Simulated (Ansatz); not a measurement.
# Pb in Ansatz: the effect of functional

Crystal: Pb.

```
Pb
1.0
     3.45664    0.00000    0.00000
    -1.72832    2.99354    0.00000
     0.00000    0.00000    5.55248
Pb
2
Direct
  0.66667 0.33333 0.75000
  0.33333 0.66667 0.25000
```

This isn't the form of Pb at room conditions, which is fcc.

The cell isn't the ideal one: volume scaled by 0.98.

Alike in all runs:

- Program: Ansatz 0.2.0
- Task: single point
- Potentials or basis: Ansatz PAW
- k mesh: 9 × 9 × 5
- Occupations: fermi-dirac, width 0.05 eV
- Spin: no spin polarisation

Problem. One run gave: pressure 0.4 GPa. Which functional did it use?
A. LDA
B. PBEsol
C. r2SCAN

Solution. A.

| functional | cutoff | pressure (GPa) |
| --- | --- | --- |
| LDA | 420 eV (not typed: the program's choice for these potentials) | 0.4 |
| PBEsol | 420 eV (not typed: the program's choice for these potentials) | 2.1 |
| r2SCAN | 500 eV (not typed: the program's choice for these potentials) | 4.1 |

Caveats: the PAW data sets come from PBE, with cores solved anew for the run's functional, which leaves a small shift of forces and pressure.

Runs at the PBE level aren't shown here.
